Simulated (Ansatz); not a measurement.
A single-point run of Ansatz (plane waves, PAW) on WSe2, 3R-MoS2 type, with the lines that name the functional removed. The cell was relaxed with r2SCAN+rVV10 and then strained (uniaxial +2.17 % along x, other directions held), with the atoms relaxed again with r2SCAN+rVV10; k points keep the names of the unstrained zone.

```
CELL_PARAMETERS angstrom
1.68690 0.95325 6.57965
-1.68690 0.95325 6.57965
0.00000 -1.90650 6.57965
ATOMIC_POSITIONS crystal
W 0.99908 0.99908 0.00180
Se 0.41755 0.41755 0.41600
Se 0.25004 0.25004 0.24886
```

```
scf.n_extra_bands = 4 over 23 filled bands (N_el = 46.0): the run solves 27 bands
Pseudopotential: W, paw, valence charge 14, recommended cutoff 500 eV
Pseudopotential: Se, paw, valence charge 16, recommended cutoff 500 eV
Crystal: 3 atoms, lattice volume = 63.482 Å³
Basis set: ecut = 500 eV, 1609 PW (Γ), FFT grids on a1−a3, a2−a3, a3
Symmetry: 2 space group operations
Space group: Cm (ITA 8)
k-points: 282 of 1000 (time reversal used)
NSCF: frozen V_eff on 10 k-points
SCF converged after 7 iterations
Free energy (F): -21355.367942 eV
Fermi energy:    12.102135 eV
--- Forces (eV/Å), atoms counted from 1 ---
  atom   1  W       0.00000      0.00006      0.00036
  atom   2  Se      0.00000    -0.00008    -0.03802
  atom   3  Se      0.00000      0.00001      0.03766
--- Stress (GPa, compression-positive) ---
       -2.733347       0.000000       0.000000
        0.000000       0.363713      -0.068767
        0.000000      -0.068767       0.901690
  P = ⅓ Tr σ = -0.4893 GPa (-4.893 kbar)
--- Band table (eV; the first three rows and the last of 282) ---
  k-point 0: bands = […, 8.9844, 9.2168, 10.1572, 10.3065, 10.8271, 11.1185, 14.5999, 14.7199, 14.8696, 15.0800]
  k-point 1: bands = […, 8.7653, 9.1290, 9.6855, 9.8955, 10.9632, 11.2047, 14.4602, 14.5675, 14.6772, 14.8700]
  k-point 2: bands = […, 7.7675, 8.7105, 9.3324, 9.5146, 10.7076, 11.0192, 13.7338, 14.3186, 14.7859, 15.3706]
  k-point 281: bands = […, 8.5730, 8.9673, 9.1993, 10.1894, 10.3427, 12.1021, 14.6907, 14.7441, 14.8193, 14.9467]
```

bands.tsv, columns around the gap (it counts bands from 0):
```tsv
# k_distance	band_18	band_19	band_20	band_21	band_22	band_23	band_24	band_25	band_26
# fermi_ev = 12.102135
# [0, 0, 0] at k_distance = 0.000000
# [-0.5, -0.5, -0.5] at k_distance = 0.477471
# [-0.5, -0.1806598082, -0.8193401918] at k_distance = 1.686324
# [-0.1806598082, 0.1806598082, -0.5] at k_distance = 2.017327
# [0, 0, -0.5] at k_distance = 2.690228
# [0, 0.3403299041, -0.3403299041] at k_distance = 3.344124
# [-0.3403299041, 0, -0.6596700959] at k_distance = 3.665761
# [-0.5, 0, -0.5] at k_distance = 4.270187
# [0, 0.1701649521, -0.1701649521] at k_distance = 4.962127
# [-0.1625938274, 0.1625938274, -0.5] at k_distance = 5.592885
# levels_relative_to = fermi_ev
0.000	-2.885	-1.945	-1.796	-1.275	-0.984	2.498	2.618	2.767	2.978
0.477	-3.135	-2.903	-1.913	-1.759	0.000	2.589	2.642	2.717	2.845
1.686	-4.875	-4.393	-3.851	-2.768	-0.434	1.186	2.614	3.331	4.598
2.017	-4.883	-4.382	-3.828	-2.811	-0.430	1.156	2.631	3.348	4.609
2.690	-4.889	-3.825	-2.289	-1.649	-1.406	2.045	2.342	3.646	3.886
3.344	-4.917	-4.394	-3.793	-2.823	-0.417	1.144	2.626	3.326	4.640
3.666	-4.917	-4.394	-3.793	-2.823	-0.417	1.144	2.626	3.326	4.640
4.270	-4.606	-3.508	-2.898	-1.601	-1.377	1.953	2.458	3.333	4.435
4.962	-4.266	-3.534	-2.593	-1.563	-1.257	1.186	2.145	2.679	4.145
5.593	-4.936	-4.369	-3.779	-2.828	-0.427	1.147	2.609	3.317	4.603
```
In order the rows are Γ, T, H₂, H₀, L, S₀, S₂, F, Γ–S₀ (0.50), (-0.163, 0.163, -1/2).

Q: Which level of theory was used?
A. r2SCAN
B. PBE0
C. LDA
D. PBE

A: A. r2SCAN. The cutoff of 500 eV is the one that these potentials recommend for a meta-GGA. There is no exchange loop, so no exact exchange. With r2SCAN the valence top lies at T and the conduction bottom at S₀, 1.14 eV higher; the smallest vertical gap, at S₀, is 1.56 eV. (Strain can split the valleys, and only one was followed off the mesh: the true gap may be a little smaller.) The log narrows the family; the member has to be judged from the numbers.

(Calculated; spin-unpolarised; the phase may be known or hypothetical.)

Spin-orbit coupling is left out, which matters wherever the heavy atoms make up the band edges.
